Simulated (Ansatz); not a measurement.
# Ti: the cost of one run

Computed with Ansatz 0.2.0 (DFT PBE, scalar-relativistic, plane waves, PAW, unless a step's input says otherwise).

1 further run of the same task is left out (set aside as unsound or not needed).

## 1. The system as given

The structure is hexagonal, space group P6_3/mmc (No. 194). The conventional cell has a = 2.938 Å, b = 2.938 Å, c = 4.651 Å, α = 90.00°, β = 90.00°, γ = 120.00°. Around Ti (site symmetry -6m2) lie 12 Ti at 2.88 to 2.94 Å.

Coordinates:

```cif
data_structure
_symmetry_space_group_name_H-M 'P6_3/mmc'
_symmetry_Int_Tables_number 194
_cell_length_a 2.9385
_cell_length_b 2.9385
_cell_length_c 4.6506
_cell_angle_alpha 90.000
_cell_angle_beta 90.000
_cell_angle_gamma 120.000
_cell_volume 34.78
loop_
_atom_site_label
_atom_site_type_symbol
_atom_site_symmetry_multiplicity
_atom_site_Wyckoff_symbol
_atom_site_fract_x
_atom_site_fract_y
_atom_site_fract_z
_atom_site_occupancy
Ti1 Ti 2 c 0.33333 0.66667 0.25000 1
```

It is the result of an earlier relaxation at this level (volume 17.39 Å³/atom; gap on the mesh: none (metal)).

## 2. The bulk in the cell of the plane

Contents of input.yaml:

```yaml
crystal:
  lattice:
    - [2.9384580613, 0.0, 0.0]
    - [-1.4692290307, 2.5447793291, 0.0]
    - [0.0, 0.0, 4.6506340141]
  atoms:
    - { symbol: Ti, position: [0.3333333333, 0.6666666667, 0.25] }
    - { symbol: Ti, position: [0.6666666667, 0.3333333333, 0.75] }
basis:
  ecutwfc: 420
kpoints:
  mp_grid: { grid: [12, 12, 8] }
hamiltonian:
  xc: pbe
scf:
  occupations: { method: gaussian, width: 0.1 }
output:
  forces: true
  stress: true
  eigenvalues: true
```

The run is started by

```
$ ansatz run input.yaml --threads 1 --pin off --max-ram 2560MiB --backend cpu --events-out ev --progress --plain --runs-dir out
```

**Question.** How long does this run take on 1 thread of Oxide Virtual Turin-like (Zen 5), shared host, and how much memory does it need?

About 2.1 s, with a peak of 0.38 GiB.
